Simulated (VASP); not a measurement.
Gd, 1 atom in the cell. It takes space group Im-3m (No. 229, cubic). Conventional cell: a = 4.050 Å, b = 4.050 Å, c = 4.050 Å, α = 90.00°, β = 90.00°, γ = 90.00°. Gd (site symmetry m-3m) is surrounded by 8 Gd at 3.51 Å. This isn't the form of Gd at room conditions, which is hcp.

| Item | Value |
| --- | --- |
| Program | VASP 6.6.1 |
| Task | single point |
| Functional | PBE |
| Potentials or basis | VASP PAW PBE potentials, release 64 (Gd) |
| Cutoff | 900 eV |
| k mesh | 11 × 11 × 11 |
| Occupations | gaussian, width 0.05 eV |
| Spin | collinear spin, ferromagnetic start |
| Starting moments | [7.0] μB |
| Further INCAR settings | ADDGRID = False; ALGO = Normal; EDIFF = 1e-08 |

Potentials or basis: VASP PAW PBE potentials, release 64 (Gd).

Launch:

```bash
$ cat potpaw_PBE.64/Gd/POTCAR > POTCAR
$ mpirun -np 1 vasp_std > vasp.out
```

Hardware: 1 thread of Intel(R) Xeon(R) Platinum 8559C (Emerald Rapids), on a shared host.

Question: Estimate the wall time of this run.

Answer: Wall time 2.7 min on 1 thread of Intel(R) Xeon(R) Platinum 8559C (Emerald Rapids), on a shared host, peak memory 0.36 GiB. Counts: scf iterations 38, k points 56.
